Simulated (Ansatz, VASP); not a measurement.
## Two plane-wave programs on Zr

```
Zr
1.0
     5.00816    0.00000    0.00000
    -2.50408    4.33719    0.00000
     0.00000    0.00000    3.03921
Zr
3
Cartesian
  1.6693 0.0000 1.0131
  -0.8347 1.4457 2.0261
  1.6694 2.8915 0.0000
```

Alike in both runs: functional PBEsol; k mesh 6 × 6 × 4; occupations gaussian, width 0.1 eV; no spin polarisation.

Ansatz relaxed the structure, and its values are those at the end. VASP's run is a single point on that final structure, the one shown.

|  | VASP | Ansatz |
| --- | --- | --- |
| version | VASP 6.6.1 | Ansatz 0.2.0 |
| potentials or method | VASP PAW PBE potentials, release 64 (Zr_sv) | scalar-relativistic, plane waves, PAW |
| plane-wave cutoff (eV) | 520 | 420 |
| valence electrons in the cell | 36 | 36 |

VASP gave:

* gap on the k mesh at the Fermi level (eV): none
* pressure (GPa): 0.1

**Question.** What did Ansatz give for the same quantities?

**Answer.** gap on the k mesh at the Fermi level (eV): none; pressure (GPa): 0.0.

A gap of «none» marks a metal or a gap that the smearing closes.

Caveats: the k mesh is coarse (spacing up to 0.52 Å⁻¹), so the values aren't converged; the PAW data sets were made with another functional, which shifts forces and pressure a little (VASP).
